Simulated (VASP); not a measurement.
Set up this calculation in VASP 6.6.1, as the native input.

* Task: relaxation of cell and atoms
* Functional: PBE
* Dispersion: D3(BJ)
* Potentials or basis: VASP PAW PBE potentials, release 64 (Bi_d)
* Cutoff: 600 eV
* k mesh: 12 × 12 × 10
* Occupations: methfessel-paxton, width 0.1 eV
* Spin: no spin polarisation
* Further INCAR settings: ALGO = Normal; EDIFF = 1e-06; IBRION = 2; EDIFFG = -0.01; NSW = 90; ISIF = 3

The structure of Bi lies in POSCAR:

```
Bi
1.0
    2.2675000000      1.3091417354      3.9380000000
   -2.2675000000      1.3091417354      3.9380000000
    0.0000000000     -2.6182834708      3.9380000000
Bi
2
Direct
    0.2340000000      0.2340000000      0.2340000000
    0.7660000000      0.7660000000      0.7660000000
```

The input as run:

INCAR

```
SYSTEM = Bi
ALGO = Normal ; EDIFF = 1E-6
EDIFFG = -0.01 ; ENCUT = 600
GGA = PE ; IBRION = 2
ISIF = 3 ; ISMEAR = 1
IVDW = 12 ; KPAR = 2
LASPH = .TRUE. ; LCHARG = .FALSE.
LREAL = .FALSE. ; LWAVE = .FALSE.
NELM = 80 ; NSW = 90
PREC = Accurate ; SIGMA = 0.1
```

KPOINTS

```
k-points
0
G
  12 12 10
  0 0 0
```

Potentials or basis: VASP PAW PBE potentials, release 64 (Bi_d).

Run with:

```bash
$ cat potpaw_PBE.64/Bi_d/POTCAR > POTCAR
$ mpirun -np 2 vasp_std > vasp.out
```

Results of the run:

The relaxed volume is 34.55 Å³/atom. The relaxed cell is a = 4.688 Å, b = 4.688 Å, c = 4.688 Å, α = 57.77°, β = 57.77°, γ = 57.77°, the space group after relaxing (to 0.05 Å) is R-3m (No. 166) and the energy gained by relaxing is 4.0 meV/atom. The ionic steps are 7. The pressure after relaxing is 0.0 GPa, the largest force after relaxing is 0.006 eV/Å and the band gap on the k mesh is none (metal or under the smearing width). The dispersion energy per atom is -0.462 eV.

Caveat: spin-orbit coupling is left out, which moves the levels of the heavy elements; pairwise dispersion overbinds metals, which lowers pressure and volume.

Run time: 11 min on 2 MPI ranks on Intel(R) Xeon(R) 6975P-C (Granite Rapids), with other jobs on the host, peak memory 0.66 GiB a rank.
